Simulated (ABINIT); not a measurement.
Wanted: the native input for an ABINIT 10.8.3 (patched build) run.

- Task: relaxation of cell and atoms
- Functional: LDA
- Potentials or basis: JTH PAW LDA v2.0
- Cutoff: 463 eV
- k mesh: 10 × 10 × 10
- Occupations: fermi-dirac, width 0.05 eV
- Spin: no spin polarisation
- Cell freedom (optcell): 2
- Cutoff smearing ecutsm (Ha): 0.5
- Optimiser (ionmov): 2
- Force stop (Ha/bohr): 0.0002
- Fine-grid cutoff: 925.187 eV

The system is GaSb.

```xyz
2
Lattice="-2.7534 2.7534 1.5907 2.7534 -2.7534 1.5907 2.7534 2.7534 -1.5907" Properties=species:S:1:pos:R:3 pbc="T T T"
Sb    0.0000    0.0000    0.0000
Ga    0.0000    2.7534    0.7954
```

Measurements of this composition are mostly on another form, of space group No. 216.

The input as run:

run.abi

```
pp_dirpath "./"
pseudos "Sb.LDA_PW-JTH.xml, Ga.LDA_PW-JTH.xml"

acell 4.2063221874 4.2063221874 4.2063221874 Angstrom
rprim
    -0.6545941745     0.6545941745     0.3781705084
     0.6545941745    -0.6545941745     0.3781705084
     0.6545941745     0.6545941745    -0.3781705084
ntypat 2
znucl 51 31
natom 2
typat 1 2
xred
     0.0000000000     0.0000000000     0.0000000000
     0.7500000000     0.2500000000     0.5000000000
chkprim 0
chksymtnons 0
tolsym 1.0e-6

ecut 17.0
pawecutdg 34.0

kptopt 1
ngkpt 10 10 10
nshiftk 1
shiftk 0.0 0.0 0.0

ixc 7

nband 18
occopt 3
tsmear 0.05 eV

nstep 100
tolvrs 1.0e-9

iomode 3
prtwf 0
prtden 0
prteig 0
prtebands 0

ionmov 2
ntime 60
tolmxf 0.0002
optcell 2
dilatmx 1.08
ecutsm 0.5
```

Potentials or basis: JTH PAW LDA v2.0.

Launch:

```sh
$ abinit run.abi > log 2>&1
```

Results of the run:

```
Relaxed volume                                        : 22.25 Å³/atom
Relaxed cell                                          : a = 4.105 Å, b = 4.105 Å, c = 4.105 Å, α = 98.05°, β = 98.05°, γ = 136.05°
Space group after relaxing (to 0.05 Å)                : I-4m2 (No. 119)
Energy gained by relaxing                             : 27.2 meV/atom
Ionic steps                                           : 7
Pressure after relaxing                               : 0.0 GPa
Band gap on the k mesh                                : none (metal or under the smearing width)
Valence electrons inside the program's atomic spheres : Sb 12.49; Ga 11.03
```

Run time: 3.8 min on 1 thread of AMD EPYC 9R45 96-Core Processor (Zen 5) (shared host), peak memory 0.18 GiB.
